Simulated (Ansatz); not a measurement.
Runs of Ansatz 0.2.0 on BAs. It takes space group Pmmm (No. 47, orthorhombic). The conventional cell has a = 2.128 Å, b = 3.174 Å, c = 4.951 Å, α = 90.00°, β = 90.00°, γ = 90.00°. Around B (site symmetry mmm) lie 2 B at 2.13 Å. Around As (site symmetry mmm) lie 2 As at 2.13 Å. The cell was built by a generator and needn't be a form met in nature.

| task | level | cell | cutoff (eV) | smearing | points for each segment of the path | gap on the mesh (eV) | pressure (GPa) | relaxed volume (Å³/atom) |
| --- | --- | --- | --- | --- | --- | --- | --- | --- |
| relaxation of cell and atoms | BLYP | relaxed | 420 | fermi-dirac 0.05 eV | - | none | 0.0 | (a) |
| band structure | BLYP | as given | 420 | fermi-dirac 0.05 eV | 14 | none | 11.6 | - |
| relaxation of cell and atoms | revPBE | relaxed | 420 | fermi-dirac 0.05 eV | - | none | 0.0 | 13.16 |
| band structure | r2SCAN | as given | 500 | fermi-dirac 0.05 eV | 14 | none | (b) | - |
| single point | PBE | as given | 420 | gaussian 0.012 eV | - | none | 5.5 | - |

Alike in all rows: potentials or basis Ansatz PAW; no spin polarisation; k mesh 12 × 8 × 6.

**Question.** Estimate the missing entries.

**Answer.** (a) 14.13; (b) 4.2.

Caveats: this functional lacks dispersion, which binds the layers, so the pressure and a relaxed spacing across them are unreliable (some runs); the PAW data sets come from PBE, with cores solved anew for the run's functional, which leaves a small shift of forces and pressure (some runs); the volume moved by over 15 % at a fixed basis, so the end points are rough (some runs); the plane-wave basis is chosen anew once the cell has moved, so the energies of steps on either side of that aren't comparable (some runs).

A k mesh can miss the band edges, and the runs leave out spin-orbit coupling on As.

A gap of «none» marks a metal or a gap under the smearing width.
